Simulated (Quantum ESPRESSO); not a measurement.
Crystal: GaN.

```
Ga N
1.0
     3.18000    0.00000    0.00000
    -1.59000    2.75396    0.00000
     0.00000    0.00000    5.16600
Ga N
2 2
Cartesian
  1.5900 0.9180 2.5830
  0.0000 1.8360 0.0000
  1.5900 0.9180 4.5203
  0.0000 1.8360 1.9373
```

| Item | Value |
| --- | --- |
| Program | Quantum ESPRESSO 7.5 |
| Task | Wannier functions |
| Functional | PBE |
| Potentials or basis | GBRV 1.5 PBE |
| Cutoff | 762 eV |
| Density cutoff | 6095 eV |
| k mesh | 8 × 8 × 4 |
| Occupations | fermi-dirac, width 0.05 eV |
| Spin | no spin polarisation |
| Iterations | 0 |
| Mixing beta | 0.5 |
| Most SCF iterations | 120 |
| SCF threshold | 8e-10 Ry |
| k mesh for the Wannier functions | 6 × 6 × 3 |
| Projections | Ga spd, N sp |

Start: atomic projections with disentanglement, frozen window up to 3.0 eV over the reference level; the lowest 6 bands are left out; no minimisation of the spread. The reference level is the Fermi level, or the middle of the gap.

Question: With atomic projections with disentanglement, how many functions result, how localised are they, and how well do they interpolate the bands?

Answer: 26 functions with spreads from 0.25 to 1.63 Å², 20.5 Å² in all; they miss the direct bands by 6 meV (root mean square).

Wannier functions:
| function | nearest atom | distance (Å) | spread (Å²) | on-site energy from the reference level (eV) |
| --- | --- | --- | --- | --- |
| 1 | 1 Ga | 0.00 | 1.48 | 1.57 |
| 2 | 1 Ga | 0.21 | 1.63 | 7.46 |
| 3 | 1 Ga | 0.17 | 1.61 | 7.46 |
| 4 | 1 Ga | 0.18 | 1.61 | 7.46 |
| 5 | 1 Ga | 0.00 | 0.25 | -14.20 |
| 6 | 1 Ga | 0.00 | 0.25 | -14.15 |
| 7 | 1 Ga | 0.00 | 0.25 | -14.15 |
| 8 | 1 Ga | 0.00 | 0.25 | -14.17 |
| 9 | 1 Ga | 0.00 | 0.25 | -14.17 |
| 10 | 2 Ga | 0.00 | 1.48 | 1.56 |
| 11 | 2 Ga | 0.22 | 1.63 | 7.45 |
| 12 | 2 Ga | 0.17 | 1.61 | 7.47 |
| 13 | 2 Ga | 0.17 | 1.61 | 7.47 |
| 14 | 2 Ga | 0.00 | 0.25 | -14.20 |
| 15 | 2 Ga | 0.00 | 0.25 | -14.15 |
| 16 | 2 Ga | 0.00 | 0.25 | -14.15 |
| 17 | 2 Ga | 0.00 | 0.25 | -14.17 |
| 18 | 2 Ga | 0.00 | 0.25 | -14.17 |
| 19 | 3 N | 0.00 | 0.62 | -11.57 |
| 20 | 3 N | 0.05 | 0.67 | -1.20 |
| 21 | 3 N | 0.04 | 0.67 | -1.16 |
| 22 | 3 N | 0.04 | 0.67 | -1.16 |
| 23 | 4 N | 0.00 | 0.62 | -11.57 |
| 24 | 4 N | 0.05 | 0.67 | -1.21 |
| 25 | 4 N | 0.04 | 0.67 | -1.16 |
| 26 | 4 N | 0.04 | 0.67 | -1.16 |

Parts of the spread (Å²): invariant 12.28, diagonal 0.006, off-diagonal 8.18, total 20.46. Against the direct bands the interpolation misses by 6 meV (root mean square) and 43 meV at most, for states up to 1 eV over the reference level.
